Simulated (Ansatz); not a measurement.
One crystal and one scan (energy against volume) at two levels, PBEsol (plane waves to 420 eV, PAW, scalar-relativistic; Ansatz, a program for electronic structure) and r2SCAN (plane waves to 500 eV, PAW, scalar-relativistic; Ansatz), each from its own relaxed cell and on its own mesh.

The crystal is BeO (wurtzite); the cell is scaled evenly about its relaxed volume V₀.

Energies are smeared free energies. BeO was relaxed with its symmetry unable to fall. With the shape held, the modulus is that of even scaling; a crystal free to change shape is softer.

| quantity | run 1 | run 2 |
|---|---|---|
| Lattice constant a (Å) | 2.693 | 2.690 |
| Lattice constant c (Å) | 4.373 | 4.370 |
| Relaxed volume (Å³/atom) | 6.87 | 6.85 |
| Bulk modulus at fixed cell shape B₀ (third-order Birch-Murnaghan fit) (GPa) | 217.5 | 225.3 |

Which run is which level?

Run 1 is PBEsol, run 2 is r2SCAN. PBEsol gives the lower value for: bulk modulus at fixed cell shape B₀. They agree on: lattice constant a (within 0.2 %); lattice constant c (within 0.2 %); relaxed volume (within 0.6 %).

(A scan under strain: stresses follow from slopes of the energy per volume, elastic moduli from its curvatures.)
